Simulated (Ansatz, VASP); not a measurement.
# Sb in VASP and in Ansatz

INCAR

```
PREC = Accurate
ENCUT = 520
EDIFF = 1E-7
ISMEAR = 0
SIGMA = 0.15
LREAL = False
LASPH = True
NELM = 100
ALGO = Normal
ISIF = 2
LWAVE = False
LCHARG = True
LELF = True
LVHAR = True
NBANDS = 8
```

File KPOINTS:

```
regular mesh
0
Gamma
  18 18 18
```

POSCAR

```
Sb
1.0
    0.0000000000      2.3712425216      2.3712425216
    2.3712425216      0.0000000000      2.3712425216
    2.3712425216      2.3712425216      0.0000000000
Sb
1
Direct
    0.0000000000      0.0000000000      0.0000000000
```

Input for Ansatz:

```yaml
crystal:
  lattice:
    - [0.0, 2.3712425216, 2.3712425216]
    - [2.3712425216, 0.0, 2.3712425216]
    - [2.3712425216, 2.3712425216, 0.0]
  atoms:
    - { symbol: Sb, position: [0.0, 0.0, 0.0] }
basis:
  ecutwfc: 420
kpoints:
  mp_grid: { grid: [18, 18, 18] }
hamiltonian:
  xc: lda
scf:
  occupations: { method: gaussian, width: 0.15 }
output:
  forces: true
  stress: true
  eigenvalues: true
```

This isn't the form of Sb at room conditions, which is rhombohedral.

Alike in both runs: task single point; functional LDA; k mesh 18 × 18 × 18; occupations gaussian, width 0.15 eV; no spin polarisation.

|  | VASP | Ansatz |
| --- | --- | --- |
| version | VASP 6.6.1 | Ansatz 0.2.0 |
| potentials or method | VASP PAW LDA potentials, release 64 (Sb) | scalar-relativistic, plane waves, PAW |
| plane-wave cutoff (eV) | 520 | 420 |
| valence electrons in the cell | 5 | 15 |

|  | VASP | Ansatz | Ansatz less VASP |
| --- | --- | --- | --- |
| gap on the k mesh at the Fermi level (eV) | none | none | - |
| pressure (GPa) | -2.3 | -2.3 | -0.07 |

A gap of «none» marks a metal or a gap that the smearing closes. The two sets of potentials don't hold the same shells in valence.

The runs have no spin-orbit coupling, so splittings on Sb are missing.
